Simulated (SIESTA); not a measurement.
Runs of SIESTA 5.4.2 on PbSe (Clausthalite). The structure is cubic, space group Fm-3m (No. 225). Conventional cell: a = 6.121 Å, b = 6.121 Å, c = 6.121 Å, α = 90.00°, β = 90.00°, γ = 90.00°. Around Pb (site symmetry m-3m) lie 6 Se at 3.06 Å. Se (site symmetry m-3m) has 6 Pb at 3.06 Å as nearest neighbours. 

| task | level | potentials or basis | gap on the mesh (eV) | pressure (GPa) | V0 of scaled cells (Å³/atom) | B0 (GPa) |
| --- | --- | --- | --- | --- | --- | --- |
| band structure | BLYP | PseudoDojo 0.4 standard (PBE files), DZP (energy shift 0.003 Ry; two zetas on semicore shells) | 0.49 | 7.0 | - | - |
| band structure | AM05 | PseudoDojo 0.4 standard (PBEsol files), DZP (energy shift 0.003 Ry; two zetas on semicore shells) | (a) | 1.4 | - | - |
| equation of state | LDA | PseudoDojo 0.4 standard (LDA files), DZP (energy shift 0.003 Ry; two zetas on semicore shells) | - | - | 28.30 | (b) |
| single point | PBEsol | PseudoDojo 0.4 standard (PBEsol files), DZP (energy shift 0.003 Ry; two zetas on semicore shells) | 0.29 | (c) | - | - |
| band structure | vdW-DF-cx | PseudoDojo 0.4 standard (PBE files), DZP (energy shift 0.003 Ry; two zetas on semicore shells) | 0.35 | 1.6 | - | - |
| equation of state | PBEsol | PseudoDojo 0.4 standard (PBEsol files), DZP (energy shift 0.003 Ry; two zetas on semicore shells) | - | - | 29.12 | 55 |

Alike in all rows: no spin polarisation; cell as given; k mesh 8 × 8 × 8; smearing fermi-dirac 0.05 eV; grid cutoff 500 Ry; energy shift 0.003 Ry.

Task: Estimate the missing entries.

Result: (a) 0.34; (b) 57; (c) 0.9.

Caveats: the basis of atomic orbitals isn't converged, which shifts pressures, moduli and gaps; spin-orbit coupling is left out, which as a rule narrows the gap of such compounds by several tenths of an eV (some runs); the potentials were made for another functional, which shifts forces and pressure (some runs).

A k mesh can miss the band edges, and the runs leave out spin-orbit coupling on Pb, Se.
